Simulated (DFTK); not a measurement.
KTaO3 under changes of volume

One of the cells (12.688 Å³/atom); the others are scaled copies at fixed shape and fractional positions:

```xyz
5
Lattice="3.9883 0.0000 0.0000 0.0000 3.9883 0.0000 0.0000 0.0000 3.9883" Properties=species:S:1:pos:R:3 pbc="T T T"
Ta    0.0000    0.0000    0.0000
K     1.9942    1.9942    1.9942
O     0.0000    0.0000    1.9942
O     0.0000    1.9942    0.0000
O     1.9942    0.0000    0.0000
```

* Program: DFTK 0.8.2
* Functional: AM05
* Potentials or basis: SPMS 1.0 (PBE)
* Cutoff: 816 eV
* k mesh: 5 × 5 × 5
* Occupations: fermi-dirac, width 0.05 eV
* Spin: no spin polarisation

| volume (Å³/atom) | energy over the lowest point (meV/atom) | gap on the mesh (eV) |
| --- | --- | --- |
| 11.927 | ? | ? |
| 12.180 | 13.60 | 2.35 |
| 12.434 | 3.68 | 2.31 |
| 12.688 | 0.00 | 2.26 |
| 12.942 | 3.48 | 2.22 |
| 13.196 | 12.11 | 2.17 |
| 13.449 | 26.35 | 2.12 |

Q: What does the run at 11.927 Å³/atom give?

A: Energy over the lowest point 31.29 meV/atom; gap on the mesh 2.40 eV.

Worked out: A Birch-Murnaghan fit of order 3 (a polynomial in V^(-2/3)) to the other rows has its minimum at 12.69 Å³/atom with B0 = V·E''(V) = 199 GPa and B' = 3.0. It gives 31.08 meV/atom at 11.927 Å³/atom, against the run's 31.29. A straight line through the other rows of the gap, of slope -2.32 eV per unit of ln V, extrapolates to 2.40 eV, against the run's 2.40.

Energies are extrapolated to zero smearing.

Caveats: the potentials were made for another functional, which shifts forces and pressure; spin-orbit coupling is left out, which moves the levels of the heavy elements; an odd mesh through Γ misses points on the zone boundary, where band edges often lie.
